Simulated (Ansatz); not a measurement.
Write a Python script for Ansatz 0.2.0 through its Python package that makes a band structure of Si, space group Imma. Use: PBE, PAW, cutoff 450 eV, 12×12×12 k-points, Fermi-Dirac smearing of 0.1 eV.

Contents of `si.xyz`:
```text
2
Lattice="-2.251 2.3685 1.275 2.251 -2.3685 1.275 2.251 2.3685 -1.275" Properties=species:S:1:pos:R:3 pbc="T T T"
Si   -0.00000000    3.55275000    0.14535000
Si    2.25100000   -1.18425000    1.12965000
```

`si.py`:
```python
# -*- coding: utf-8 -*-
import itertools
import json
import warnings

import ansatz as az
import numpy as np

warnings.simplefilter("ignore", az.DeckWarning)

si = az.Crystal.from_extxyz("si.xyz")

path = [
    ("G", (0.0, 0.0, 0.0)),
    ("R", (0.0, 0.5, 0.0)),
    ("W", (0.25, 0.25, 0.25)),
    ("S", (0.5, 0.0, 0.0)),
    ("G", (0.0, 0.0, 0.0)),
    ("T", (0.0, 0.0, 0.5)),
    ("W", (0.25, 0.25, 0.25)),
]
job = (
    si.calculation()
    .functional("pbe")
    .pseudopotentials("paw")
    .basis(450)
    .kpoints(12, 12, 12)
    .occupations("fermi_dirac")
    .band_structure([point for _, point in path], intervals=6)
    .scf(extra_bands=10)
    .density()
)
history = []
result = job.session().plan().execute(on_event=lambda event: history.append(event["data"]["dr2_ev"]) if event["event"] == "scf_iter" else None)
rep = result.report
print("density residual by iteration (eV):", " ".join(f"{value:.1e}" for value in history[:40]))

for key in ("converged", "n_iterations", "n_electrons", "n_kpoints", "n_pw", "n_symmetry_ops", "free_energy_ev", "fermi_energy_ev"):
    print(f"{key:18s} {rep[key]}")

keep = ["free_energy_ev", "energy_sigma0_ev", "fermi_energy_ev", "n_iterations", "converged", "magnetization_mub", "n_kpoints"]
with open("si.json", "w") as handle:
    json.dump({key: rep[key] for key in keep}, handle, indent=1)

rho = result.density()
total = sum(channel.density_e_per_ang3 for channel in rho.channels[:2])
grid_cell = np.asarray(rho.fft_grid_basis) @ result.lattice.cell_ang
mesh = np.stack(np.meshgrid(*[np.arange(n) / n for n in rho.dims], indexing="ij"), axis=-1)
for site in result.lattice.sites:
    offset = mesh - site.position_ang @ np.linalg.inv(grid_cell)
    offset -= offset.round()
    distance = np.min([np.linalg.norm((offset + shift) @ grid_cell, axis=-1) for shift in itertools.product((-1, 0, 1), repeat=3)], axis=0)
    inside = [total[distance < radius].sum() * rho.cell_volume_ang3 / total.size for radius in (0.8, 1.0, 1.2)]
    print(site.symbol, "electrons within 0.8, 1.0, 1.2 A:", np.round(inside, 2))

bands = result.band_structure()
fermi = bands.fermi_energy_ev
print(f"zero of the bands: {fermi:.3f} eV, the Fermi level found on the SCF mesh")
for spin, channel in enumerate(bands.channels):
    print("channel", spin, "- computed levels within 6 eV of the Fermi level")
    for i, (label, _) in enumerate(path):
        levels = channel.eigenvalues_ev[i * 6] - fermi
        print(f"  {label:3s}", " ".join(f"{e:7.3f}" for e in levels if abs(e) < 6))
```

`python si.py` gives:
```text
density residual by iteration (eV): 1.1e-03 3.8e-04 3.2e-06 9.4e-08 1.5e-09 8.4e-12
converged          True
n_iterations       6
n_electrons        8.0
n_kpoints          280
n_pw               583
n_symmetry_ops     8
free_energy_ev     -1270.8963512825812
fermi_energy_ev    11.323090202955232
Si electrons within 0.8, 1.0, 1.2 A: [0.72 1.52 2.55]
Si electrons within 0.8, 1.0, 1.2 A: [0.72 1.52 2.55]
zero of the bands: 11.323 eV, the Fermi level found on the SCF mesh
channel 0 - computed levels within 6 eV of the Fermi level
  G    -3.013  -2.526  -1.693   1.048
  R    -2.863  -2.244  -1.448   1.034   5.169
  W    -5.850  -5.850   4.373   4.373
  S    -1.835  -1.399  -1.344   0.010   4.833   5.174
  G    -3.013  -2.526  -1.693   1.048
  T     0.103   0.103   2.905   2.905
  W    -5.850  -5.850   4.373   4.373
```

It writes `si.json`:
```json
{
 "free_energy_ev": -1270.8963512825812,
 "energy_sigma0_ev": -1270.8858137091054,
 "fermi_energy_ev": 11.323090202955232,
 "n_iterations": 6,
 "converged": true,
 "magnetization_mub": 0.0,
 "n_kpoints": 280
}
```

Caveats:
- Absolute energies stand on the zero of these potentials, so only differences at equal settings mean something. A total without «per atom» is that of the cell as typed.
- An absolute Fermi energy rests on an arbitrary zero of the periodic potential and has no direct meaning.
- The fields are valence quantities on the plane-wave grid; their values near the nuclei depend on the potentials.
- This isn't the structure that Si takes at ambient conditions.
- Gaps and levels are Kohn-Sham values on a finite set of k-points.
- It ran for 12 s on 1 thread of Arm Neoverse N1, on a shared host, peak memory 0.42 GiB.
